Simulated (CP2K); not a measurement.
Input of a CP2K 2026.2 run:

Contents of bn_bands.inp:

```
&GLOBAL
  PROJECT bn_bands
  RUN_TYPE ENERGY_FORCE
  PRINT_LEVEL LOW
&END GLOBAL
&FORCE_EVAL
  METHOD QS
  STRESS_TENSOR ANALYTICAL
  &DFT
    BASIS_SET_FILE_NAME BASIS_MOLOPT
    POTENTIAL_FILE_NAME GTH_POTENTIALS
    &MGRID
      CUTOFF 450
      REL_CUTOFF 60
      NGRIDS 5
    &END MGRID
    &QS
      METHOD GPW
      EPS_DEFAULT 1.0E-9
    &END QS
    &KPOINTS
      SCHEME MONKHORST-PACK 13 13 13
      GAMMA_CENTERED T
      SYMMETRY T
      SYMMETRY_BACKEND SPGLIB
    &END KPOINTS
    &SCF
      SCF_GUESS ATOMIC
      EPS_SCF 1.0E-6
      MAX_SCF 100
      ADDED_MOS 10
      CHOLESKY OFF
      EPS_EIGVAL 1.0E-7
      &DIAGONALIZATION ON
        ALGORITHM STANDARD
      &END DIAGONALIZATION
      &MIXING ON
        METHOD BROYDEN_MIXING
        ALPHA 0.4
        BETA 1.5
        NBUFFER 8
      &END MIXING
      &SMEAR ON
        METHOD FERMI_DIRAC
        ELECTRONIC_TEMPERATURE 580.23
      &END SMEAR
    &END SCF
    &XC
      &XC_FUNCTIONAL
        &GGA_X_PBE
        &END GGA_X_PBE
        &GGA_C_PBE
        &END GGA_C_PBE
      &END XC_FUNCTIONAL
    &END XC
    &PRINT
      &KPOINTS ON
      &END KPOINTS
      &MULLIKEN ON
      &END MULLIKEN
      &MO ON
        ENERGIES T
        OCCUPATION_NUMBERS T
        &EACH
          QS_SCF 0
        &END EACH
        ADD_LAST NUMERIC
      &END MO
      &BAND_STRUCTURE
        FILE_NAME bands.bs
        ADDED_MOS 4
        &KPOINT_SET
          UNITS B_VECTOR
          NPOINTS 6
          SPECIAL_POINT GAMMA 0.00000000 0.00000000 0.00000000
          SPECIAL_POINT X 0.50000000 0.00000000 0.50000000
          SPECIAL_POINT W 0.50000000 0.25000000 0.75000000
          SPECIAL_POINT K 0.37500000 0.37500000 0.75000000
          SPECIAL_POINT GAMMA 0.00000000 0.00000000 0.00000000
          SPECIAL_POINT L 0.50000000 0.50000000 0.50000000
          SPECIAL_POINT U 0.62500000 0.25000000 0.62500000
          SPECIAL_POINT W 0.50000000 0.25000000 0.75000000
          SPECIAL_POINT L 0.50000000 0.50000000 0.50000000
          SPECIAL_POINT K 0.37500000 0.37500000 0.75000000
        &END KPOINT_SET
        &KPOINT_SET
          UNITS B_VECTOR
          NPOINTS 6
          SPECIAL_POINT U 0.62500000 0.25000000 0.62500000
          SPECIAL_POINT X 0.50000000 0.00000000 0.50000000
        &END KPOINT_SET
      &END BAND_STRUCTURE
    &END PRINT
  &END DFT
  &SUBSYS
    &CELL
      A 2.5639706028 0.0000000000 0.0000000000
      B 1.2819853014 2.2204636766 0.0000000000
      C 1.2819853014 0.7401545589 2.0934732308
      PERIODIC XYZ
    &END CELL
    &COORD
      SCALED
      N   0.2500000000 0.2500000000 0.2500000000
      B   0.0000000000 0.0000000000 0.0000000000
    &END COORD
    &KIND N
      BASIS_SET DZVP-MOLOPT-SR-GTH-q5
      POTENTIAL GTH-PBE-q5
    &END KIND
    &KIND B
      BASIS_SET DZVP-MOLOPT-SR-GTH-q3
      POTENTIAL GTH-PBE-q3
    &END KIND
    &PRINT
      &ATOMIC_COORDINATES ON
      &END ATOMIC_COORDINATES
      &CELL ON
      &END CELL
    &END PRINT
  &END SUBSYS
  &PRINT
    &FORCES ON
    &END FORCES
    &STRESS_TENSOR ON
    &END STRESS_TENSOR
  &END PRINT
&END FORCE_EVAL
```

Potentials or basis: GTH_POTENTIALS N GTH-PBE-q5, B GTH-PBE-q3; DZVP-MOLOPT-SR-GTH basis.

Launch:

```bash
$ OMP_NUM_THREADS=1 cp2k.psmp -i bn_bands.inp -o bn_bands.out
```

Task: Estimate the band gap on the k mesh.

Result: 4.60 eV, indirect (least direct gap 8.76 eV).

Task: Estimate the pressure.

Result: 0.9 GPa.

Task: Estimate the Mulliken charges.

Result: N -0.10; B +0.10 e.

Task: Estimate the band gap along the path.

Result: 4.52 eV, indirect (least direct gap 8.76 eV).

Levels at the corners of the path, in eV from the valence-band top:
```
point  band 1  band 2  band 3  band 4  band 5  band 6  band 7  band 8  band 9
    Γ  -20.11    0.00    0.00    0.00    8.76    8.76    8.76   10.91   29.83
    X  -14.59   -8.85   -4.86   -4.86    4.52    9.45   17.82   17.82   21.65
    W  -14.28   -7.54   -6.89   -6.45    9.62   13.32   14.54   15.34   19.66
    K  -14.51   -8.07   -7.59   -4.04    6.98   13.07   15.76   16.66   19.56
    Γ  -20.11    0.00    0.00    0.00    8.76    8.76    8.76   10.91   29.83
    L  -15.94  -10.61   -1.93   -1.93   10.12   10.75   10.75   16.35   26.13
    U  -14.51   -8.07   -7.59   -4.04    6.98   13.08   15.76   16.66   19.56
    W  -14.28   -7.54   -6.89   -6.45    9.62   13.32   14.54   15.34   19.66
    L  -15.94  -10.61   -1.93   -1.93   10.12   10.75   10.75   16.35   26.13
    K  -14.51   -8.07   -7.59   -4.04    6.98   13.07   15.76   16.66   19.56
    U  -14.51   -8.07   -7.59   -4.04    6.98   13.08   15.76   16.66   19.56
    X  -14.59   -8.85   -4.86   -4.86    4.52    9.45   17.82   17.82   21.65
```

Caveat: the basis of atomic orbitals isn't converged, which shifts pressures, moduli and gaps.

**Measured values to compare with.**

From a printed reference work, monograph, for a bulk crystal of BN at 300 K: band gap 6.4 eV (indirect).

Against the measured gap of BN, 6.4 eV (indirect; 300 K; a printed reference work, monograph), the calculated 4.52 eV is off by -1.88 eV. The value is that of PBE in an atomic basis (GTH_POTENTIALS N GTH-PBE-q5, B GTH-PBE-q3; DZVP-MOLOPT-SR-GTH basis), whose error adds to the functional's,, without temperature or zero-point motion. Semilocal functionals fall short of measured gaps as a rule. The cell is a database's relaxed one, not the measured one, which moves gaps too.
